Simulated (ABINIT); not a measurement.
Write the native input for ABINIT 10.8.3 (patched build) that does the following.

| Item | Value |
| --- | --- |
| Task | band structure |
| Functional | PBE |
| Potentials or basis | SPMS NC PBE v1.0 |
| Cutoff | 626 eV |
| k mesh | 9 × 9 × 5 |
| Occupations | fermi-dirac, width 0.05 eV |
| Spin | no spin polarisation |

The system is TaS2.

```
Ta S
1.0
     3.35000    0.00000    0.00000
    -1.67500    2.90119    0.00000
     0.00000    0.00000    5.86000
Ta S
1 2
Direct
  0.00000 0.00000 0.00000
  0.66667 0.33333 0.75000
  0.33333 0.66667 0.25000
```

One way to write it, as run:

run.abi

```
# Datasets: ground state, then fixed potential
ndtset 2

# Pseudopotentials
pp_dirpath "./"
pseudos "73_Ta_13_2.2_2.6_pbe_n_v1.0.psp8, 16_S_6_1.8_1.9_pbe_n_v1.0.psp8"

# Structure
acell 3.35 3.35 5.86 Angstrom
rprim
     1.0000000000     0.0000000000     0.0000000000
    -0.5000000000     0.8660254038     0.0000000000
     0.0000000000     0.0000000000     1.0000000000
ntypat 2
znucl 73 16
natom 3
typat 1 2 2
xred
     0.0000000000     0.0000000000     0.0000000000
     0.6666666667     0.3333333333     0.7500000000
     0.3333333333     0.6666666667     0.2500000000

# Plane-wave basis
ecut 625.861884 eV

# Exchange and correlation
ixc 11

# Bands and occupations
occopt 3
tsmear 0.00183747

# SCF cycle
nstep 100

# Output
iomode 3
prtwf 0
prteig 0
prtebands 0
prtden1 1

# Dataset 1
kptopt1 1
ngkpt1 9 9 5
nshiftk1 1
shiftk1 0.0 0.0 0.0
nband1 17
tolvrs1 1.0e-10

# Dataset 2: bands along G-M-K-G-A-L-H-A
iscf2 -2
getden2 1
nband2 21
nbdbuf2 2
tolwfr2 1.0e-12
kptopt2 -7
ndivsm2 5
prteig2 1
prtvol2 -3
kptbounds2
     0.0000000000     0.0000000000     0.0000000000
     0.5000000000     0.0000000000     0.0000000000
     0.3333333333     0.3333333333     0.0000000000
     0.0000000000     0.0000000000     0.0000000000
     0.0000000000     0.0000000000     0.5000000000
     0.5000000000     0.0000000000     0.5000000000
     0.3333333333     0.3333333333     0.5000000000
     0.0000000000     0.0000000000     0.5000000000
```

Potentials or basis: SPMS NC PBE v1.0.

Launch:

```bash
$ abinit run.abi > log 2>&1
```

It gave:

The pressure is 9.0 GPa and the largest force is 1.217 eV/Å. The band gap on the k mesh is none (metal or under the smearing width). The valence electrons inside the program's atomic spheres are Ta 9.22; S 3.99.

Caveat: spin-orbit coupling is left out, which moves the levels of the heavy elements; this functional lacks dispersion, which binds the layers, so the pressure and a relaxed spacing across them are unreliable; forces of over 1 eV/Å show positions far from the minimum, so gaps and moduli don't describe the material at rest.

Wall time 100 s on 1 thread of Arm Neoverse V2, with other jobs on the host, peak memory 0.11 GiB.
